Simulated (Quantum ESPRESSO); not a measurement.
## Converging the plane-wave cutoff: GeTe (R3m, 2 atoms in the cell)

```yaml
crystal:
  lattice:
    - [2.10078, -1.21288, 3.69006]
    - [0.00000, 2.42577, 3.69006]
    - [-2.10078, -1.21288, 3.69006]
  atoms:
    - { symbol: Ge, position: [0.99675, 0.99675, 0.99675] }
    - { symbol: Te, position: [0.52878, 0.52878, 0.52878] }
```

Computed with PBE, SSSP 1.1.2 efficiency (PBE) pseudopotentials (plane waves; Quantum ESPRESSO 7.5).

Base settings: ecutwfc = 50 Ry; ecutrho = 400 Ry; occupations = fixed; potentials = {Ge: ge_pbe_v1.4.uspp.F.UPF, Te: Te_pbe_v1.uspp.F.UPF}; K_POINTS = automatic 3 3 3 0 0 0; nbnd = 14; conv_thr = 1e-11 Ry; mixing_beta = 0.7.

Moved along: ecutrho.

The second cell is the first with its lattice scaled by 0.98.

The mesh stays at the base's, so the ladder's end is converged at best in this setting alone.

Only quantities that move along the ladder and can be compared are tabulated; the gap is left out on so coarse a mesh.

The count of work is k-points × plane waves × bands × iterations; it is no time. Core times come from one kind of shared machine, to one figure; runs under 30 s give none.

The starting cell comes from a database of computed structures (which also holds hypothetical and non-ambient phases and stackings), without a prior relaxation at this level. Its lattice was rescaled by up to half a per cent. One atom was moved a little off its site on purpose.

```tsv
ecutwfc	free energy less the last step's (meV/atom)	energy of the compressed cell less the first (meV/atom)	pressure (GPa)	largest difference of a force vector from the last step's (eV/Å)	count of work / last	core time / last (rough)
17.5 Ry	12182.19	-98.41	-282.60	0.089	0.063	–
20 Ry	5167.48	-82.05	-134.59	0.000	0.069	–
22 Ry	2515.35	74.90	-73.25	0.009	0.079	–
25 Ry	881.39	12.83	-30.76	0.007	0.097	–
28 Ry	275.53	11.83	-11.83	0.003	0.11	–
30 Ry	115.50	18.89	-5.69	0.001	0.13	–
35 Ry	13.33	18.54	-0.41	0.000	0.16	–
40 Ry	8.26	18.17	0.13	0.000	0.19	–
45 Ry	7.22	18.17	0.07	0.000	0.23	–
50 Ry	5.55	18.15	0.09	0.000	0.27	–
55 Ry	5.09	18.15	0.13	0.000	0.31	–
60 Ry	5.06	18.15	0.13	0.000	0.35	–
68 Ry	4.55	18.15	0.11	0.000	0.43	–
75 Ry	4.30	18.15	0.13	0.000	0.49	0.6
88 Ry	3.71	18.16	0.09	0.000	0.63	0.6
100 Ry	1.47	18.16	0.06	0.000	0.77	0.9
120 Ry	0.00	18.15	0.13	0.000	1.0	1
```

Coarsest ecutwfc that holds the energy of the compressed cell less the first within 2 meV/atom of the last step, with all finer ones: 30 Ry, at 0.13 of the last step's count of work; the step before is off by 6.3 meV/atom.

Coarsest ecutwfc that holds the pressure within 0.5 GPa of the last step, with all finer ones: 40 Ry, at 0.19 of the last step's count of work; the step before is off by 0.54 GPa.

Coarsest ecutwfc that holds the forces within 0.02 eV/Å of the last step, with all finer ones: 20 Ry, at 0.069 of the last step's count of work; the step before is off by 0.089 eV/Å.

Two neighbours can agree and both be off: 50 Ry and 55 Ry differ by 0.45 meV/atom in the free energy, yet lie about 5.1 meV/atom from the last step.

At the lowest cutoff the pressure lies 283 GPa under the last step's, the usual sign of Pulay stress in an incomplete plane-wave basis.
